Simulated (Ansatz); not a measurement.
Energy ranking of AlP₅ structures

Theory: Ansatz 0.2.0, DFT PBE, scalar-relativistic, plane waves, PAW. All cells share a 420 eV cutoff and Γ-centred k meshes spaced at most about 0.3 Å⁻¹ (about 0.25 or finer for metals, 2π included). No spin polarisation.

The zero of energy is the elements' standard structures at the same level; no fitted shifts are applied. The references include black phosphorus.

Temperature and zero-point effects are left out. The comparison covers the computed candidates alone. No dispersion correction is applied, so the spacing and binding between layers, chains or molecules are poorly described (P6/mmm at 16.3 Å³/atom, P-62m), and this can change margins and order among such cells. The reference form of P is held partly by dispersion forces, which this level lacks.

Invented guesses were relaxed alike, and ends that match in structure were merged. ΔE counts from the first row. Coordination counts P atoms around Al (those within 1.25 times the shortest such distance or 1.15 times the sum of covalent radii; a plus sign parts nearer from farther groups; the shortest distance is added where it is long for a bond). The ends were matched against large subsets of the Crystallography Open Database and the Materials Project, so a missing match doesn't prove that a structure is unreported.

```tsv
#	reached from	type and space group	atoms	Å³/atom	coordination	ΔE (meV/atom)	gap on mesh (eV)	in databases
1	MgTi5 type (P-6m2)	P-6m2 (No. 187)	6	15.5	Al 6	0	0.00	no match
2	random cell	P4/mmm (No. 123)	6	19.3	Al 4	204	0.00	no match
3	random cell	P6/mmm (No. 191)	6	21.6	Al 6+18 from 4.0 Å	256	0.00	no match
4	GdRh5 type (P6/mmm)	P6/mmm (No. 191)	6	16.3	Al 6 from 2.8 Å	380	0.00	no match
5	ZrNi5 type (F-43m)	F-43m (No. 216)	6	15.3	Al 16 from 3.0 Å	432	0.00	no match
6	random cell	P-62m (No. 189)	6	30.9	Al 2 from 2.7 Å	500	0.00	no match
```

The lowest: Space group P-6m2 (No. 187), hexagonal, a = 3.318 Å, c = 9.781 Å. Around Al lie 6 P at 2.55 Å; P on a site of symmetry 3m is surrounded by 3 P at 2.48 Å and 3 Al at 2.55 Å; around P on a second site of symmetry 3m lie 6 P at 2.48–2.52 Å; P on a site of symmetry -6m2 has 6 P at 2.52 Å. Its energy over the elements is +0.24 eV/atom. It can't be a ground state, since the elements alone are lower. An observed structure of this formula, if there is one, may be missing.

```
CELL_PARAMETERS angstrom
3.31831 0.00000 0.00000
-1.65915 2.87374 0.00000
0.00000 0.00000 9.78147
ATOMIC_POSITIONS crystal
Al 0.00000 0.00000 0.00000
P 0.33333 0.66667 0.82785
P 0.00000 0.00000 0.66757
P 0.33333 0.66667 0.50000
P 0.00000 0.00000 0.33243
P 0.33333 0.66667 0.17215
```

The second: Space group P4/mmm (No. 123), tetragonal, a = 7.001 Å, c = 2.360 Å. Al is surrounded by 2 Al at 2.36 Å and 4 P at 2.58 Å; P on a site of symmetry m2m has 3 P at 2.36–2.37 Å and 1 Al at 2.58 Å; P on a site of symmetry 4/mmm has 6 P at 2.36–2.37 Å. Counting P atoms around Al, the first has Al 6 and the second has Al 4. The second holds P–P chains (shortest 2.36 Å); in the first the shortest P–P distance is 2.48 Å, near bonding range too. Cells relaxed within their symmetry can be saddle points.

```cif
data_structure
_symmetry_space_group_name_H-M 'P4/mmm'
_symmetry_Int_Tables_number 123
_cell_length_a 7.0006
_cell_length_b 7.0006
_cell_length_c 2.3598
_cell_angle_alpha 90.000
_cell_angle_beta 90.000
_cell_angle_gamma 90.000
_cell_volume 115.65
loop_
_atom_site_label
_atom_site_type_symbol
_atom_site_symmetry_multiplicity
_atom_site_Wyckoff_symbol
_atom_site_fract_x
_atom_site_fract_y
_atom_site_fract_z
_atom_site_occupancy
Al1 Al 1 c 0.50000 0.50000 0.00000 1
P1 P 4 j 0.76021 0.76021 0.00000 1
P2 P 1 a 0.00000 0.00000 0.00000 1
```

Some types were kept out of the candidates beforehand, so the set may lack a known form.

The P-6m2 cell leads clearly among the computed candidates, but it is a metallic, overcoordinated arrangement rather than a plausible phosphorus-rich phosphide. Phosphorus normally forms a few directional two-centre bonds and keeps a lone pair. Here the P atoms have six neighbours in trigonal prisms, with P–P contacts stretched to 2.48–2.52 Å, which suggests delocalised, electron-deficient bonding and probably explains much of the positive energy over the elements.

The metallicity isn't forced by composition: electron transfer from Al could be accommodated by a Zintl-type network of two- and three-bonded P, with a gap. None of the listed cells achieves this. In P4/mmm, the short axis shared with the P chains also presses Al atoms to 2.36 Å, well below their separation in the metal, a likely contribution to its higher energy.

Because AlP is a stable compound, decomposition into AlP and phosphorus is favoured even more strongly than decomposition into the elements. With only one formula unit per cell, larger polyphosphide networks remain untested.
